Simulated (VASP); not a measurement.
# ZrSe2 (P-3m1) in VASP: a series of runs

Runs on ZrSe2. Level: HSE06. Tasks: single point.

Program: VASP 6.6.1. These are calculated values, not measurements. Logs are shortened: lines on timing, memory, paths and dates and some standing lists are left out, and cuts for length are marked.

**1. Starting point**

Symmetry: P-3m1, No. 164, trigonal system. Conventional cell: a = 3.798 Å, b = 3.798 Å, c = 6.192 Å, α = 90.00°, β = 90.00°, γ = 120.00°. Zr (site symmetry -3m) is surrounded by 6 Se at 2.68 Å. Around Se (site symmetry 3m) lie 3 Zr at 2.68 Å.

**2. Single point, HSE06, non-collinear spin, zero start, spin-orbit coupling**

Contents of POSCAR:

```
ZrSe2
1.0
    3.7980000000      0.0000000000      0.0000000000
   -1.8990000000      3.2891644836      0.0000000000
    0.0000000000      0.0000000000      6.1920000000
Zr Se
1 2
Direct
    0.0000000000      0.0000000000      0.0000000000
    0.6666666667      0.3333333333      0.7500000000
    0.3333333333      0.6666666667      0.2500000000
```

Contents of INCAR.step1:

```
SYSTEM = ZrSe2
ALGO = Normal ; EDIFF = 1E-5
ENCUT = 520 ; GGA = PE
GGA_COMPAT = .FALSE. ; ISIF = 2
ISMEAR = 0 ; LASPH = .TRUE.
LCHARG = .FALSE. ; LMAXMIX = 4
LNONCOLLINEAR = .TRUE. ; LORBIT = 11
LREAL = .FALSE. ; LSORBIT = .TRUE.
LWAVE = .TRUE. ; MAGMOM = 0 0 0 0 0 0 0 0 0
NELM = 80 ; PREC = Accurate
SIGMA = 0.02
```

Contents of INCAR.step2:

```
SYSTEM = ZrSe2
ALGO = Normal ; EDIFF = 1E-7
ENCUT = 520 ; GGA = PE
GGA_COMPAT = .FALSE. ; HFSCREEN = 0.2
ISIF = 2 ; ISMEAR = 0
ISTART = 1 ; LASPH = .TRUE.
LCHARG = .FALSE. ; LHFCALC = .TRUE.
LMAXMIX = 4 ; LNONCOLLINEAR = .TRUE.
LORBIT = 11 ; LREAL = .FALSE.
LSORBIT = .TRUE. ; LWAVE = .FALSE.
MAGMOM = 0 0 0 0 0 0 0 0 0 ; NELM = 80
PREC = Accurate ; PRECFOCK = Fast
SIGMA = 0.02
```

Contents of KPOINTS:

```
k-points
0
G
  4 4 2
  0 0 0
```

Potentials or basis: VASP PAW PBE potentials, release 64 (Zr_sv, Se).

Command:

```console
cat potpaw_PBE.64/Zr_sv/POTCAR potpaw_PBE.64/Se/POTCAR > POTCAR
cp INCAR.step1 INCAR
mpirun -np 1 vasp_ncl > vasp.out
cp INCAR.step2 INCAR
mpirun -np 1 vasp_ncl > vasp.out
```

OUTCAR:

```text
SYSTEM = ZrSe2
   EDIFF = 1E-7
   ENCUT = 520
   GGA = PE
   HFSCREEN = 0.2
   ISIF = 2
   ISMEAR = 0
   ISTART = 1
   LASPH = .TRUE.
   LHFCALC = .TRUE.
   LNONCOLLINEAR = .TRUE.
   LORBIT = 11
   LREAL = .FALSE.
   LSORBIT = .TRUE.
   NELM = 80
   PREC = Accurate
   PRECFOCK = Fast

 ion  position               nearest neighbor table
   1  0.000  0.000  0.000-   2 2.68   3 2.68   2 2.68   3 2.68   2 2.68   3 2.68
   2  0.667  0.333  0.750-   1 2.68   1 2.68   1 2.68
   3  0.333  0.667  0.250-   1 2.68   1 2.68   1 2.68

  LATTYP: Found a hexagonal cell.
 ALAT       =     3.7980000000
 C/A-ratio  =     1.6303317536

  Lattice vectors:

 A1 = (   3.7980000000,   0.0000000000,   0.0000000000)
 A2 = (  -1.8990000000,   3.2891644836,   0.0000000000)
 A3 = (   0.0000000000,   0.0000000000,   6.1920000000)

Analysis of symmetry for initial positions (statically):
=====================================================================
 Subroutine PRICEL returns:
 Original cell was already a primitive cell.

 Routine SETGRP: Setting up the symmetry group for a
 hexagonal supercell.

 Subroutine GETGRP returns: Found 12 space group operations
 (whereof 12 operations were pure point group operations)
 out of a pool of 24 trial point group operations.

The static configuration has the point symmetry D_3d.

Analysis of symmetry for dynamics (positions and initial velocities):
=====================================================================
 Subroutine PRICEL returns:
 Original cell was already a primitive cell.

 Routine SETGRP: Setting up the symmetry group for a
 hexagonal supercell.

 Subroutine GETGRP returns: Found 12 space group operations
 (whereof 12 operations were pure point group operations)
 out of a pool of 24 trial point group operations.

The dynamic configuration has the point symmetry D_3d.

Analysis of structural, dynamic, and magnetic symmetry:
=====================================================================
 Subroutine PRICEL returns:
 Original cell was already a primitive cell.

 Routine SETGRP: Setting up the symmetry group for a
 hexagonal supercell.

 Subroutine GETGRP returns: Found 12 space group operations
 (whereof 12 operations were pure point group operations)
 out of a pool of 24 trial point group operations.

The overall configuration has the point symmetry D_3d.

 Subroutine INISYM returns: Found 12 space group operations
 (whereof 12 operations are pure point group operations),
 and found     1 'primitive' translations

----------------------------------------------------------------------------------------

                                     Primitive cell

  volume of cell :      77.3520

  direct lattice vectors                    reciprocal lattice vectors
     3.798000000  0.000000000  0.000000000     0.263296472  0.152014289  0.000000000
    -1.899000000  3.289164484  0.000000000     0.000000000  0.304028578  0.000000000
     0.000000000  0.000000000  6.192000000     0.000000000  0.000000000  0.161498708

  length of vectors
     3.798000000  3.798000000  6.192000000     0.304028578  0.304028578  0.161498708

  position of ions in fractional coordinates (direct lattice)
     0.000000000  0.000000000  0.000000000
     0.666666667  0.333333333  0.750000000
     0.333333333  0.666666667  0.250000000

  ion indices of the primitive-cell ions
   primitive index   ion index
                 1           1
                 2           2
                 3           3

[... 74 lines left out ...]
     AMIX_MAG =   1.60;   BMIX_MAG =  1.00
  volume/ion in A,a.u.               =      25.78       174.00
  Fermi-wavevector in a.u.,A,eV,Ry     =   1.108293  2.094371 16.712230  1.228314
  Thomas-Fermi vector in A             =   2.244819
   LORBIT       =     11    0 simple, 1 ext, 2 COOP (PROOUT), +10 PAW based schemes
   GGA     = PE    functional components
   LHFCALC =     T    Hartree Fock is set to
   PRECFOCK=fast      Normal, Fast or Accurate (Low or Medium for compatibility)
   ENCUT4O =  -1.0   cutoff for four orbital integrals eV
   NKREDX  =     1    reduce k-point grid by
   NKREDY  =     1    reduce k-point grid by
   NKREDZ  =     1    reduce k-point grid by
   AEXX    =    0.2500 exact exchange contribution
   HFSCREEN=    0.2000 screening length (either q_TF or 0.3 A-1)
   HFSCREENC=   0.2000 screening length for correlation (either q_TF or 0.3 A-1)
   ENCUTFOCK=  -1.0 apply spherical cutoff to Coloumb kernel
   IVDW    =     0    specifies the selected vdW correction
   LEPSILON=     F    determine dielectric tensor
   LRPA    =     F    only Hartree local field effects (RPA)
 Gauss-broadening in eV      SIGMA  =   0.02
  energy-cutoff  :      520.00
  volume of cell :       77.35
 maximum number of plane-waves:      4188
  NGX = 16; NGY = 16; NGZ = 28

 number of electron      24.0000002 magnetization       0.0000004      0.0000001      0.0000000

 number of electron      24.0000002 magnetization      -0.0000000     -0.0000000     -0.0000000

 number of electron      24.0000002 magnetization       0.0000000      0.0000000     -0.0000000

 number of electron      24.0000002 magnetization      -0.0000000     -0.0000000      0.0000000

 Free energy of the ion-electron system (eV)
  ---------------------------------------------------
  ext. energy  EPLUGINS =         0.00000000
  ---------------------------------------------------
  free energy    TOTEN  =       -23.43357424 eV

  energy without entropy =      -23.43357424  energy(sigma->0) =      -23.43357424

 E-fermi :   4.1456     XC(G=0):  -7.8388

 val. band max:        3.9408234738   @ k =   0.0000   0.0000   0.0000
 cond. band min:       4.8398839036   @ k =   0.5000  -0.0000   0.5000
 fundamental gap:      0.8990604298
 Fermi energy:         4.1456329874

 k-point     1 :       0.0000    0.0000    0.0000
  band No.  band energies     occupation
      1     -49.2944      1.00000
      2     -49.2944      1.00000
      3     -27.0744      1.00000
      4     -27.0744      1.00000
      5     -25.3150      1.00000
      6     -25.3150      1.00000
[... 269 lines left out ...]
     31       8.7963      0.00000
     32       8.7963      0.00000

------------------------ aborting loop because EDIFF is reached ----------------------------------------

  FORCE on cell =-STRESS in cart. coord.  units (eV):
  Direction    XX          YY          ZZ          XY          YZ          ZX
  --------------------------------------------------------------------------------------
  -------------------------------------------------------------------------------------
  Total        0.4170482      0.4170482      0.6861379      0.0000000      0.0000000      0.0000000
  in kB        8.6382414      8.6382414     14.2118451      0.0000000      0.0000000      0.0000000
  external PRESSURE =      10.4961093 kB  Pullay stress =       0.0000000 kB

 VOLUME and BASIS-vectors are now :
 -----------------------------------------------------------------------------
  energy-cutoff  :      520.00
  volume of cell :       77.35
      direct lattice vectors                 reciprocal lattice vectors
     3.798000000  0.000000000  0.000000000     0.263296472  0.152014289  0.000000000
    -1.899000000  3.289164484  0.000000000     0.000000000  0.304028578  0.000000000
     0.000000000  0.000000000  6.192000000     0.000000000  0.000000000  0.161498708

 POSITION                                       TOTAL-FORCE (eV/Angst)
 -----------------------------------------------------------------------------------
      0.00000      0.00000      0.00000         0.000000      0.000000      0.000000
      1.89900      1.09639      4.64400        -0.000000     -0.000000     -0.008836
     -0.00000      2.19278      1.54800         0.000000      0.000000      0.008836
 -----------------------------------------------------------------------------------
    total drift:                               -0.000000     -0.000000      0.000000

  FREE ENERGIE OF THE ION-ELECTRON SYSTEM (eV)
  ---------------------------------------------------
  free  energy   TOTEN  =       -23.4335742444 eV

  energy  without entropy=      -23.4335742444  energy(sigma->0) =      -23.43357424

 Spin-Orbit-Coupling matrix elements

 Ion:    1  E_soc:     -0.1396929
 l=   1
     0.0000000    -0.0222991    -0.0223076
    -0.0222991     0.0000000    -0.0222991
    -0.0223076    -0.0222991     0.0000000
 l=   2
     0.0000000    -0.0002611     0.0000000    -0.0002611    -0.0006334
    -0.0002611     0.0000000    -0.0004486    -0.0003656    -0.0002611
     0.0000000    -0.0004486     0.0000000    -0.0004486     0.0000000
    -0.0002611    -0.0003656    -0.0004486     0.0000000    -0.0002611
    -0.0006334    -0.0002611     0.0000000    -0.0002611     0.0000000
 l=   3
     0.0000000     0.0000000     0.0000000     0.0000000     0.0000000     0.0000000     0.0000000
     0.0000000     0.0000000     0.0000000     0.0000000     0.0000000     0.0000000     0.0000000
     0.0000000     0.0000000     0.0000000     0.0000000     0.0000000     0.0000000     0.0000000
     0.0000000     0.0000000     0.0000000     0.0000000     0.0000000     0.0000000     0.0000000
[... 29 lines left out ...]
 l=   2
     0.0000000     0.0000009     0.0000000     0.0000009     0.0000014
     0.0000009     0.0000000     0.0000054     0.0000050     0.0000009
     0.0000000     0.0000054     0.0000000     0.0000054     0.0000000
     0.0000009     0.0000050     0.0000054     0.0000000     0.0000009
     0.0000014     0.0000009     0.0000000     0.0000009     0.0000000
 l=   3
     0.0000000     0.0000000     0.0000000     0.0000000     0.0000000     0.0000000     0.0000000
     0.0000000     0.0000000     0.0000000     0.0000000     0.0000000     0.0000000     0.0000000
     0.0000000     0.0000000     0.0000000     0.0000000     0.0000000     0.0000000     0.0000000
     0.0000000     0.0000000     0.0000000     0.0000000     0.0000000     0.0000000     0.0000000
     0.0000000     0.0000000     0.0000000     0.0000000     0.0000000     0.0000000     0.0000000
     0.0000000     0.0000000     0.0000000     0.0000000     0.0000000     0.0000000     0.0000000
     0.0000000     0.0000000     0.0000000     0.0000000     0.0000000     0.0000000     0.0000000

 total charge

# of ion       s       p       d       tot
------------------------------------------
    1        2.166   6.021   1.345   9.532
    2        1.471   2.473   0.028   3.971
    3        1.471   2.473   0.028   3.971
--------------------------------------------------
tot          5.109  10.966   1.400  17.475

 magnetization (x)

# of ion       s       p       d       tot
------------------------------------------
    1        0.000   0.000   0.000   0.000
    2        0.000  -0.000  -0.000  -0.000
    3        0.000  -0.000  -0.000  -0.000
--------------------------------------------------
tot          0.000  -0.000  -0.000  -0.000

 magnetization (y)

# of ion       s       p       d       tot
------------------------------------------
    1        0.000   0.000  -0.000  -0.000
    2        0.000   0.000   0.000   0.000
    3        0.000   0.000   0.000   0.000
--------------------------------------------------
tot          0.000   0.000   0.000   0.000

 magnetization (z)

# of ion       s       p       d       tot
------------------------------------------
    1        0.000   0.000   0.000   0.000
    2        0.000   0.000   0.000   0.000
    3        0.000   0.000   0.000   0.000
--------------------------------------------------
tot          0.000   0.000   0.000   0.000
```

It took 7.2 min on 1 thread of Intel Xeon 6975P-C (Granite Rapids), shared host; peak memory 0.45 GiB.

Results:

| Property | Result |
| --- | --- |
| Free energy | -23.4336 eV |
| Pressure | 1.0 GPa |
| Largest force | 0.009 eV/Å |
| Net moment | 0.00 μB per cell |
| Valence electrons inside the program's atomic spheres | Zr 9.53; Se 3.97 |

Forces in eV/Å, atoms in the order of the input:
```
Zr   0.000  0.000  0.000
Se   0.000  0.000 -0.009
Se   0.000  0.000  0.009
```

Moments on the atoms (μB; x, y, z):
```
Zr  0.00 0.00 0.00
Se  0.00 0.00 0.00
Se  0.00 0.00 0.00
```

Caveat: the k mesh is coarse (spacing up to 0.51 Å⁻¹), so the values aren't converged, least of all with exact exchange; the PAW data sets were made with another functional, which shifts forces and pressure a little; this functional lacks dispersion, which binds the layers, so the pressure and a relaxed spacing across them are unreliable.

**3. Single point, HSE06**

POSCAR is that of step 2.

Contents of INCAR.step1:

```
SYSTEM = ZrSe2
ALGO = Normal ; EDIFF = 1E-5
ENCUT = 520 ; GGA = PE
ISIF = 2 ; ISMEAR = 0
LASPH = .TRUE. ; LCHARG = .FALSE.
LREAL = .FALSE. ; LWAVE = .TRUE.
NELM = 80 ; PREC = Accurate
SIGMA = 0.02
```

Contents of INCAR.step2:

```
SYSTEM = ZrSe2
ALGO = Normal ; EDIFF = 1E-7
ENCUT = 520 ; GGA = PE
HFSCREEN = 0.2 ; ISIF = 2
ISMEAR = 0 ; ISTART = 1
LASPH = .TRUE. ; LCHARG = .FALSE.
LHFCALC = .TRUE. ; LREAL = .FALSE.
LWAVE = .FALSE. ; NELM = 80
PREC = Accurate ; PRECFOCK = Fast
SIGMA = 0.02
```

KPOINTS is that of step 2.

Potentials or basis: VASP PAW PBE potentials, release 64 (Zr_sv, Se).

Command:

```console
cat potpaw_PBE.64/Zr_sv/POTCAR potpaw_PBE.64/Se/POTCAR > POTCAR
cp INCAR.step1 INCAR
mpirun -np 1 vasp_std > vasp.out
cp INCAR.step2 INCAR
mpirun -np 1 vasp_std > vasp.out
```

Wall time 90 s (1 thread of Intel Xeon 6975P-C (Granite Rapids), shared host); peak memory 0.28 GiB.

Results (log left out):

```
Free energy            : -23.3264 eV
Pressure               : 1.0 GPa
Largest force          : 0.005 eV/Å
Band gap on the k mesh : 1.04 eV, indirect (least direct gap 1.80 eV)
```

Forces in eV/Å, atoms in the order of the input:
```
Zr   0.000  0.000  0.000
Se   0.000  0.000 -0.005
Se   0.000  0.000  0.005
```

Stress tensor (GPa, compression positive):
```
0.86 0.00 0.00
0.00 0.86 0.00
0.00 0.00 1.40
```

Levels at points of the mesh, in eV from the valence-band top:
```tsv
k point	band 10	band 11	band 12	band 13	band 14	band 15
(0.00, 0.00, 0.00)	-0.08	-0.08	0.00	1.80	1.80	2.42
(0.50, 0.00, 0.00)	-2.83	-2.37	-1.56	1.23	3.45	3.82
(0.00, 0.00, 0.50)	-2.21	-0.25	-0.25	1.77	1.77	2.82
(0.50, 0.00, 0.50)	-2.79	-1.23	-1.12	1.04	3.44	3.81
```

Caveat: the k mesh is coarse (spacing up to 0.51 Å⁻¹), so the values aren't converged, least of all with exact exchange; the PAW data sets were made with another functional, which shifts forces and pressure a little; this functional lacks dispersion, which binds the layers, so the pressure and a relaxed spacing across them are unreliable.
